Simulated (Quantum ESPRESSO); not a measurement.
# Sn (Fd-3m) in Quantum ESPRESSO: notebook, part 2 of 2

Quantum ESPRESSO 7.5. The steps go on from the part before.

### 4 Phonons, WC

File pw.in:

```
&CONTROL
  calculation = 'scf'
  prefix = 'pwscf'
  outdir = './tmp'
  pseudo_dir = './pseudo'
  tprnfor = .true.
  tstress = .true.
  disk_io = 'low'
/
&SYSTEM
  ibrav = 0
  nat = 2
  ntyp = 1
  ecutwfc = 72
  nbnd = 21
  input_dft = 'wc'
  occupations = 'smearing'
  smearing = 'mp'
  degauss = 0.01469973
/
&ELECTRONS
  conv_thr = 4d-10
  electron_maxstep = 120
  mixing_beta = 0.5
/
ATOMIC_SPECIES
Sn   118.7100 Sn.upf
CELL_PARAMETERS angstrom
   0.0000000000    3.2333428000    3.2333428000
   3.2333428000    0.0000000000    3.2333428000
   3.2333428000    3.2333428000    0.0000000000
ATOMIC_POSITIONS crystal
Sn     0.7500000000    0.7500000000    0.7500000000
Sn     0.5000000000    0.5000000000    0.5000000000
K_POINTS automatic
7 7 7 0 0 0
```

File scf2.in:

```
&CONTROL
  calculation = 'scf'
  prefix = 'pwscf'
  outdir = './tmp'
  pseudo_dir = './pseudo'
  tprnfor = .true.
  tstress = .true.
  disk_io = 'low'
/
&SYSTEM
  ibrav = 0
  nat = 2
  ntyp = 1
  ecutwfc = 72
  nbnd = 21
  input_dft = 'wc'
  occupations = 'smearing'
  smearing = 'mp'
  degauss = 0.01469973
/
&ELECTRONS
  conv_thr = 1d-13
  electron_maxstep = 120
  mixing_beta = 0.5
  startingpot = 'file'
  startingwfc = 'file'
/
ATOMIC_SPECIES
Sn   118.7100 Sn.upf
CELL_PARAMETERS angstrom
   0.0000000000    3.2333428000    3.2333428000
   3.2333428000    0.0000000000    3.2333428000
   3.2333428000    3.2333428000    0.0000000000
ATOMIC_POSITIONS crystal
Sn     0.7500000000    0.7500000000    0.7500000000
Sn     0.5000000000    0.5000000000    0.5000000000
K_POINTS automatic
7 7 7 0 0 0
```

File ph.in:

```
phonons of Sn
&INPUTPH
  prefix = 'pwscf'
  outdir = './tmp'
  tr2_ph = 1d-16
  fildyn = 'dyn'
  niter_ph = 60
  alpha_mix(1) = 0.4
/
0.0000000000 0.0000000000 0.0000000000
```

File dynmat.in:

```
&INPUT
  fildyn = 'dyn'
  asr = 'crystal'
  filout = 'dynmat.disp'
  fileig = 'dynmat.eig'
/
```

Potentials or basis: PseudoDojo 0.4.1 SR PBE standard.

Run with:

```sh
OMP_NUM_THREADS=1 pw.x -in pw.in > pw.out
OMP_NUM_THREADS=1 pw.x -in scf2.in > scf2.out
OMP_NUM_THREADS=1 ph.x -in ph.in > ph.out
OMP_NUM_THREADS=1 dynmat.x -in dynmat.in > dynmat.out
```

pw.out:

```text
This program is part of the open-source Quantum ESPRESSO suite
     for quantum simulation of materials; please cite
         "P. Giannozzi et al., J. Phys.:Condens. Matter 21 395502 (2009);
         "P. Giannozzi et al., J. Phys.:Condens. Matter 29 465901 (2017);
         "P. Giannozzi et al., J. Chem. Phys. 152 154105 (2020);
     in publications or presentations arising from this work. More details at

     IMPORTANT: XC functional enforced from input :
     Exchange-correlation= WC
                           (   1   4  11   4   0   0   0)
     Any further DFT definition will be discarded
     Please, verify this is what you really want

     Message from routine setup:
     using ibrav=0 with symmetry is DISCOURAGED, use correct ibrav instead

     G-vector sticks info
     --------------------
     sticks:   dense  smooth     PW     G-vecs:    dense   smooth      PW
     Sum        1483    1483    433                37509    37509    5817

     Using Slab Decomposition

     bravais-lattice index     =            0
     lattice parameter (alat)  =       8.6410  a.u.
     unit-cell volume          =     456.2279 (a.u.)^3
     number of atoms/cell      =            2
     number of atomic types    =            1
     number of electrons       =        28.00
     number of Kohn-Sham states=           21
     kinetic-energy cutoff     =      72.0000  Ry
     charge density cutoff     =     288.0000  Ry
     scf convergence threshold =      4.0E-10
     mixing beta               =       0.5000
[... 81 lines left out ...]

     total energy              =    -314.85538583 Ry
     estimated scf accuracy    <       0.02941393 Ry
[... 57 lines left out ...]
     iteration # 10     ecut=    72.00 Ry     beta= 0.50
     Davidson diagonalization with overlap
     ethr =  2.29E-12,  avg # of iterations =  2.0

     End of self-consistent calculation

          k = 0.0000 0.0000 0.0000 (  4693 PWs)   bands (ev):

   -13.6464 -13.6464 -13.6464 -13.5839 -13.5839 -13.2652 -13.2652 -13.2652
   -13.2549 -13.2549  -2.6554   7.4011   8.1482   8.1482   8.1482  10.2117
    10.2117  10.2117  12.9065  16.0576  16.0587

          k = 0.1010 0.1010-0.1010 (  4729 PWs)   bands (ev):
[... 85 lines left out ...]
   -13.7116 -13.6993 -13.5589 -13.5250 -13.4231 -13.4137 -13.3651 -13.3327
   -13.1854 -13.1735   0.3549   0.6346   5.0341   5.6766   8.8815   9.8401
    14.8278  15.0807  16.0037  17.1449  18.3296

          k = 0.4041 0.2020 0.0000 (  4708 PWs)   bands (ev):

   -13.6948 -13.6930 -13.6054 -13.5190 -13.4744 -13.4016 -13.3223 -13.2925
   -13.1982 -13.1948  -1.3784   2.8467   5.4550   6.4840  10.1634  10.3166
    11.8387  13.1773  15.0650  16.3197  17.0444

          k =-0.2020-0.4041 0.6061 (  4694 PWs)   bands (ev):
[... 13 lines left out ...]
   -13.7215 -13.7084 -13.5355 -13.4653 -13.4460 -13.4126 -13.4066 -13.3521
   -13.1767 -13.1640   0.0833   0.9847   4.6523   5.4854  10.2224  11.9790
    12.5704  12.5733  15.7969  16.8148  18.5798

     the Fermi energy is     7.9562 ev

!    total energy              =    -314.85563754 Ry
     estimated scf accuracy    <          2.5E-13 Ry
     smearing contrib. (-TS)   =       0.00007781 Ry
     internal energy E=F+TS    =    -314.85571535 Ry

     The total energy is F=E-TS. E is the sum of the following terms:
     one-electron contribution =    -141.09087516 Ry
     hartree contribution      =      86.80198817 Ry
     xc contribution           =     -87.76984875 Ry
     ewald contribution        =    -172.79697961 Ry

     convergence has been achieved in  10 iterations

     Forces acting on atoms (cartesian axes, Ry/au):

     atom    1 type  1   force =     0.00000000   -0.00000000   -0.00000000
     atom    2 type  1   force =    -0.00000000    0.00000000    0.00000000

     Total force =     0.000000     Total SCF correction =     0.000000

     Computing stress (Cartesian axis) and pressure

          total   stress  (Ry/bohr**3)                   (kbar)     P=       17.70
   0.00012033   0.00000000  -0.00000000           17.70        0.00       -0.00
   0.00000000   0.00012033   0.00000000            0.00       17.70        0.00
  -0.00000000   0.00000000   0.00012033           -0.00        0.00       17.70

=------------------------------------------------------------------------------=
   JOB DONE.
=------------------------------------------------------------------------------=
```

scf2.out:

```text
This program is part of the open-source Quantum ESPRESSO suite
     for quantum simulation of materials; please cite
         "P. Giannozzi et al., J. Phys.:Condens. Matter 21 395502 (2009);
         "P. Giannozzi et al., J. Phys.:Condens. Matter 29 465901 (2017);
         "P. Giannozzi et al., J. Chem. Phys. 152 154105 (2020);
[... 258 lines left out ...]
   0.00000000   0.00012033   0.00000000            0.00       17.70        0.00
   0.00000000   0.00000000   0.00012033            0.00        0.00       17.70

=------------------------------------------------------------------------------=
   JOB DONE.
=------------------------------------------------------------------------------=
```

ph.out:

```text
This program is part of the open-source Quantum ESPRESSO suite
     for quantum simulation of materials; please cite
         "P. Giannozzi et al., J. Phys.:Condens. Matter 21 395502 (2009);
         "P. Giannozzi et al., J. Phys.:Condens. Matter 29 465901 (2017);
         "P. Giannozzi et al., J. Chem. Phys. 152 154105 (2020);
     in publications or presentations arising from this work. More details at

     IMPORTANT: XC functional enforced from input :
[... 263 lines left out ...]
     freq (   4-   6) =        190.2  [cm-1]   --> T_2g G_25' G_5+ R

     INITIALIZATION:

     DYNAMICAL MATRIX:

      Additional routines

=------------------------------------------------------------------------------=
   JOB DONE.
=------------------------------------------------------------------------------=
```

Run time: 7.6 min. Hardware: 1 thread of Arm Neoverse V2, shared host; peak memory 0.11 GiB.

Results:

| Property | Result |
| --- | --- |
| Free energy | -4283.8292 eV |
| Pressure after relaxing | 1.8 GPa |
| Band gap on the k mesh | none (metal or under the smearing width) |
| Highest phonon frequency at Γ | 190 cm⁻¹ |

Phonon frequencies in cm⁻¹ (negative: imaginary):
| q point | frequencies |
| --- | --- |
| (0.000, 0.000, 0.000) | -3 -3 -3 190 190 190 |

Optical modes at Γ, degenerate ones joined:
```csv
cm⁻¹,components,symmetry,active in
190,3,T2g,Raman
```

Caveat: the potentials were made for another functional, which shifts forces and pressure.

### 5 Overview

| level | smearing | gap on the mesh (eV) | pressure (GPa) |
| --- | --- | --- | --- |
| rev-vdW-DF2 | cold 0.136 eV | none | 0.1 |
| WC | methfessel-paxton 0.136 eV | none | 0.1 |
| WC | methfessel-paxton 0.2 eV | none | 1.8 |

Alike in all rows: task phonons; potentials or basis PseudoDojo 0.4.1 SR PBE standard; no spin polarisation; cell relaxed; k mesh 7 × 7 × 7; cutoff (eV) 980.

Caveats: the potentials were made for another functional, which shifts forces and pressure.

Total energies depend on the potentials used, so only differences within one code and one set of settings carry meaning.
